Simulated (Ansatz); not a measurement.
# Zn: the cost of one run

Method: DFT PBE, scalar-relativistic, plane waves, PAW, in Ansatz 0.2.0.

This is Zn in the bcc structure; at room conditions it is hcp.

## 1. The structure to begin with

The structure is cubic, space group Im-3m (No. 229). The conventional cell has a = 3.138 Å, b = 3.138 Å, c = 3.138 Å, α = 90.00°, β = 90.00°, γ = 90.00°. Zn (site symmetry m-3m) is surrounded by 8 Zn at 2.72 Å.

Coordinates:

```
CELL_PARAMETERS angstrom
-1.56904 1.56904 1.56904
1.56904 -1.56904 1.56904
1.56904 1.56904 -1.56904
ATOMIC_POSITIONS crystal
Zn 0.00000 0.00000 0.00000
```

It goes back to an entry of the Materials Project, which need not be the stable form.

No relaxation comes first: the listed cell is the starting point.

## 2. The reference: the undisturbed cell on the scan's mesh

input.yaml

```yaml
crystal:
  lattice:
    - [-1.569037, 1.569037, 1.569037]
    - [1.569037, -1.569037, 1.569037]
    - [1.569037, 1.569037, -1.569037]
  atoms:
    - { symbol: Zn, position: [0.0, 0.0, 0.0] }
basis:
  ecutwfc: 420
kpoints:
  mp_grid: { grid: [24, 24, 24] }
hamiltonian:
  xc: pbe
scf:
  occupations: { method: gaussian, width: 0.15 }
output:
  forces: true
  stress: true
  eigenvalues: true
```

What time and memory should one allow on 1 thread of an Arm CPU, shared host?

About 3.8 s, with a peak of 0.34 GiB.
